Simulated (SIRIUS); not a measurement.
Set up this calculation in SIRIUS 7.10.0, as the native input.

* Task: single point
* Functional: PBE
* Potentials or basis: SPMS 1.0 PBE (norm-conserving)
* Cutoff: 1102 eV
* Density cutoff: 4408 eV
* k mesh: 7 × 7 × 7
* Occupations: fermi-dirac, width 0.05 eV
* Spin: no spin polarisation
* Libxc names: ["XC_GGA_X_PBE", "XC_GGA_C_PBE"]
* Energy tol: 1e-08 Ha
* Density tol: 1e-06
* Mixer: anderson
* Mixing beta: 0.7
* Max scf: 100
* Radial cutoff for the potentials' integrals: 6.5 bohr

The system is MoS2.

```
Mo S
1.0
     1.58000    0.91221    6.15000
    -1.58000    0.91221    6.15000
     0.00000   -1.82443    6.15000
Mo S
1 2
Direct
  0.00000 0.00000 0.00000
  0.41700 0.41700 0.41700
  0.25000 0.25000 0.25000
```

Measurements of this composition are mostly on another form, of space group No. 194.

These files were run (other wordings do the same):

sirius.json

```json
{
  "control": {
    "processing_unit": "cpu",
    "verbosity": 2,
    "num_bands_to_print": 21,
    "print_forces": true,
    "print_stress": true
  },
  "parameters": {
    "electronic_structure_method": "pseudopotential",
    "xc_functionals": ["XC_GGA_X_PBE", "XC_GGA_C_PBE"],
    "gk_cutoff": 9.0,
    "pw_cutoff": 18.0,
    "ngridk": [7, 7, 7],
    "shiftk": [0, 0, 0],
    "smearing": "fermi_dirac",
    "smearing_width": 0.0018374661,
    "num_bands": 21,
    "num_mag_dims": 0,
    "num_dft_iter": 100,
    "energy_tol": 1e-08,
    "density_tol": 1e-06
  },
  "iterative_solver": {
    "type": "davidson",
    "min_tolerance": 1e-09,
    "tolerance_scale": [0.1, 0.25]
  },
  "mixer": {
    "type": "anderson",
    "beta": 0.7,
    "max_history": 8
  },
  "settings": {
    "tol_ne": 1e-10,
    "pseudo_grid_cutoff": 6.5
  },
  "unit_cell": {
    "lattice_vectors": [
      [2.985767276909, 1.723833541024, 11.621815666448],
      [-2.985767276909, 1.723833541024, 11.621815666448],
      [0.0, -3.447667082048, 11.621815666448]
    ],
    "atom_coordinate_units": "lattice",
    "atom_types": ["Mo", "S"],
    "atom_files": {
      "S": "S.json",
      "Mo": "Mo.json"
    },
    "atoms": {
      "Mo": [
        [0.0, 0.0, 0.0]
      ],
      "S": [
        [0.417, 0.417, 0.417],
        [0.25, 0.25, 0.25]
      ]
    }
  }
}
```

Potentials or basis: SPMS 1.0 PBE (norm-conserving).

Run with:

```sh
$ upf_to_json 16_S_6_1.8_1.9_pbe_n_v1.0.upf
$ upf_to_json 42_Mo_14_2.0_2.6_pbe_n_v1.0.upf
$ OMP_NUM_THREADS=1 sirius.scf --input=sirius.json --output=out.json --task=0
```

It gave:

```yaml
Pressure: 5.4 GPa
Largest_force: 0.531 eV/Å
Band_gap_on_the_k_mesh: 1.07 eV
```

Caveat: an odd mesh through Γ misses points on the zone boundary, where band edges often lie.

It took 3.9 min on 1 thread of Arm Neoverse V2, on a shared host, peak memory 0.72 GiB.
